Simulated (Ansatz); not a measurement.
# A plane-wave run on Cu3Au

The input, for Ansatz 0.2.0 (plane waves, PAW):

```yaml
crystal:
  lattice:
    - [3.712536, 0.0, 0.0]
    - [0.0, 3.712536, 0.0]
    - [0.0, 0.0, 3.712536]
  atoms:
    - { symbol: Au, position: [0.0, 0.0, 0.0] }
    - { symbol: Cu, position: [0.0, 0.5, 0.5] }
    - { symbol: Cu, position: [0.5, 0.0, 0.5] }
    - { symbol: Cu, position: [0.5, 0.5, 0.0] }
  symmetry: { tolerance: 0.0003 }
kpoints:
  mp_grid: { grid: [9, 9, 9], shift: [0, 0, 0] }
  band_path:
    path:
      - [0.0, 0.0, 0.0]
      - [0.0, 0.5, 0.0]
      - [0.5, 0.5, 0.0]
      - [0.0, 0.0, 0.0]
      - [0.5, 0.5, 0.5]
      - [0.0, 0.5, 0.0]
    npoints: 10
magnetization:
  spin_polarized: false
scf:
  occupations: { method: fermi_dirac }
  lower_state_search: "off"
  max_iter: 200
hamiltonian:
  pseudopotentials: { kind: paw }
  xc: pbe
basis:
  ecutwfc: 420
  fft_grid_basis: typed
output:
  forces: true
  stress: true
  eigenvalues: true
  bader: true
  populations: true
  elf: true
  write_potential: true
  volumetric_format: npy
  dos:
    e_range: [-12, 8]
    de: 0.05
    projected: { site_lists: { Au: [Au], Cu: [Cu] } }
checkpoint:
  read: saved_state
```

The saved state is an earlier solution for the same cell, perhaps on another mesh. 

Excerpt of what it printed:

```
Pseudopotentials: kind: paw
Pseudopotential: Au, paw, valence charge 19, recommended cutoff 420 eV (normal), Au.paw.azcp
Pseudopotential: Cu, paw, valence charge 19, recommended cutoff 420 eV (normal), Cu.paw.azcp
Functional definition: PBE
  exchange = pbe_x(kappa = kappa, mu = beta*pi^2/3)
  correlation = pbe_c(beta = beta)
Crystal: 4 atoms, lattice volume = 51.170 Å³
Basis set: ecut = 420 eV, 1021 PW (Γ), exchange–correlation on 50×50×50 points (8 copies of the dense FFT grid, shifted against one another)
Bands: 46, of which v1, the nominal top of the filled ones, is band 38 counted from 1 (37 counted from 0)
Symmetry: 48 space group operations
Space group: Pm-3m (ITA 221), of the structure as read, at distance tolerance 1.1e-3 Å
k-points: 35 of 729
Initial density: read from a saved state, or passed on in memory by an earlier SCF of this step, an earlier step, the calling program or the single point that the run made first
Functional: x = pbe(κ = 0.804, μ = 0.2195), c = pbe(β = 0.0667)
SCF iter   1: F=—  Δρ=3.20e-3  dr2=3.91e-3
SCF iter   2: F=—  Δρ=1.33e-3  dr2=7.06e-4
SCF iter   3: F=—  Δρ=7.29e-4  dr2=2.13e-4
SCF iter   4: F=—  Δρ=1.69e-4  dr2=6.62e-6
SCF iter   5: F=—  Δρ=4.42e-5  dr2=6.67e-7
SCF iter   6: F=—  Δρ=9.24e-6  dr2=4.68e-8
SCF iter   7: F=-33024.9636 eV  Δρ=3.95e-6  dr2=6.42e-9
Free energy (F): -33024.9636 eV
Harris-Foulkes:  -33024.9636 eV  (|F-HF|=7.06e-10)
Internal energy: -33024.9324 eV  (E = F + TS)
E sigma→0 (E₀):  -33024.9480 eV
Entropy (-TS):   -0.0312 eV (-7.792 meV/atom)
Fermi energy:    18.7624 eV
--- Stress (GPa, compression-positive) ---
        9.0183       0.0000       0.0000
        0.0000       9.0183       0.0000
        0.0000       0.0000       9.0183
  P = ⅓ Tr σ = 9.0183 GPa (90.183 kbar)
--- Bader charges: 4 sites ---
  site symbol  charge [e]  shift [e]
     0     Au     -0.5328     0.0077
     1     Cu      0.1776     0.0026
     2     Cu      0.1776     0.0026
     3     Cu      0.1776     0.0026
```

Origin: a database entry at a rescaled volume.
